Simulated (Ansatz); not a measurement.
Runs of Ansatz 0.2.0 on TiC. The structure is cubic, space group Fm-3m (No. 225). Conventional cell: a = 4.331 Å, b = 4.331 Å, c = 4.331 Å, α = 90.00°, β = 90.00°, γ = 90.00°. Ti (site symmetry m-3m) is surrounded by 6 C at 2.17 Å. Around C (site symmetry m-3m) lie 6 Ti at 2.17 Å. The cell is a database's computed one.

```csv
level,cutoff (eV),gap on the mesh (eV),pressure (GPa),relaxed volume (Å³/atom)
LDA,420,none,0.0,9.67
r2SCAN,500,none,0.0,10.13
BLYP,420,none,0.0,10.50
revPBE,420,none,0.0,10.31
PBEsol,420,none,0.0,9.89
PBE,420,none,0.0,(b)
RPBE,420,none,0.0,(a)
```

Alike in all rows: task relaxation of cell and atoms; potentials or basis Ansatz PAW; no spin polarisation; cell relaxed; k mesh 11 × 11 × 11; smearing fermi-dirac 0.05 eV.

Question: Estimate the missing entries.

Answer: (a) 10.36; (b) 10.17.

Caveats: the plane-wave basis is chosen anew once the cell has moved, so the energies of steps on either side of that aren't comparable; the PAW data sets come from PBE, with cores solved anew for the run's functional, which leaves a small shift of forces and pressure (some runs).

A gap of «none» marks a metal or a gap under the smearing width.
